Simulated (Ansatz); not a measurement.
# CdS: energy and pressure over a range of volumes

The task here is to estimate one member of a computed series from the others.

Program: Ansatz 0.2.0. Level of theory: DFT LDA, scalar-relativistic. These are calculated values, not measurements.

## The starting structure

Symmetry: P6_3mc, No. 186, hexagonal system. The conventional cell has a = 4.135 Å, b = 4.135 Å, c = 6.749 Å, α = 90.00°, β = 90.00°, γ = 120.00°. Around Cd (site symmetry 3m) lie 4 S at 2.51 to 2.60 Å. S (site symmetry 3m) has 4 Cd at 2.51 to 2.60 Å in its first shell of neighbours.

Structure file:

```xyz
4
Lattice="4.1348 0.0000 0.0000 -2.0674 3.5808 0.0000 0.0000 0.0000 6.7490" Properties=species:S:1:pos:R:3 pbc="T T T"
Cd    0.0000    2.3872    0.0000
Cd    2.0674    1.1936    3.3745
S     0.0000    2.3872    2.5984
S     2.0674    1.1936    5.9729
```

Atoms are numbered in the order of the input: Cd1, Cd2, S3, S4.

Set-up of the first run:

Contents of input.yaml:

```yaml
crystal:
  lattice:
    - [4.0789166881, 0.0, 0.0]
    - [-2.0394583441, 3.5324454719, 0.0]
    - [0.0, 0.0, 6.6577861159]
  atoms:
    - { symbol: Cd, position: [0.3333333333, 0.6666666667, 0.0] }
    - { symbol: Cd, position: [0.6666666667, 0.3333333333, 0.5] }
    - { symbol: S, position: [0.3333333333, 0.6666666667, 0.385] }
    - { symbol: S, position: [0.6666666667, 0.3333333333, 0.885] }
kpoints:
  mp_grid: { grid: [8, 8, 4] }
  band_path:
    path:
      - [0.0, 0.0, 0.0]
      - [0.5, 0.0, 0.0]
      - [0.3333333333, 0.3333333333, 0.0]
      - [0.0, 0.0, 0.0]
      - [0.0, 0.0, 0.5]
      - [0.5, 0.0, 0.5]
      - [0.3333333333, 0.3333333333, 0.5]
      - [0.0, 0.0, 0.5]
      - [0.5, 0.0, 0.5]
    npoints: 5
scf:
  occupations: { method: fermi_dirac, width: 0.02 }
hamiltonian:
  xc: lda
  pseudopotentials: { kind: all_electron, lapw: { basis_error: 0.001 } }
output:
  forces: true
  stress: true
  eigenvalues: true
```

The run is started by

```sh
$ ansatz run input.yaml --threads 1 --pin off --max-ram 4096MiB --backend cpu --events-out ev --progress --plain --runs-dir out
```

Among the steps run: Volume × 0.96, LAPW; Volume × 0.96, PAW; Volume × 0.96, crystal datasets; Volume × 0.99, LAPW; Volume × 0.99, PAW; Volume × 0.99, crystal datasets; Volume × 1.02, LAPW; Volume × 1.02, PAW; Volume × 1.02, crystal datasets; Volume × 1.06, LAPW; Volume × 1.06, PAW; Volume × 1.06, crystal datasets.

One of the session's tables, all rows but one given; the rest of the session is left out.

It belongs to the step «The equation of state». 

| method | volume (Å³/atom) | pressure (GPa) | gap on the k mesh (eV) | largest force (eV/Å) |
| --- | --- | --- | --- | --- |
| LAPW | 23.982 | -0.23 | 1.03 | 0.279 |
| LAPW | 24.732 | -2.14 | 0.97 | 0.247 |
| LAPW | 25.481 | -3.74 | 0.90 | 0.218 |
| LAPW | 26.480 | -5.48 | 0.81 | 0.184 |
| PAW | 23.982 | -0.25 | 1.03 | 0.279 |
| PAW | 24.732 | -2.16 | 0.97 | 0.246 |
| PAW | 25.481 | ? | ? | ? |
| PAW | 26.480 | -5.49 | 0.81 | 0.183 |
| crystal datasets | 23.982 | -0.23 | 1.03 | 0.279 |
| crystal datasets | 24.732 | -2.14 | 0.97 | 0.247 |
| crystal datasets | 25.481 | -3.74 | 0.90 | 0.218 |
| crystal datasets | 26.480 | -5.48 | 0.81 | 0.184 |

Estimate the missing values for PAW, 25.481.

**Answer.** pressure (GPa): -3.76; gap on the k mesh (eV): 0.90; largest force (eV/Å): 0.217. In the column «pressure (GPa)» it lies between crystal datasets, 26.480 (-5.48) and LAPW, 25.481 (-3.74).

Limits of these values: Warnings in the runs' records: gradients without spin orbit, crystal datasets made.
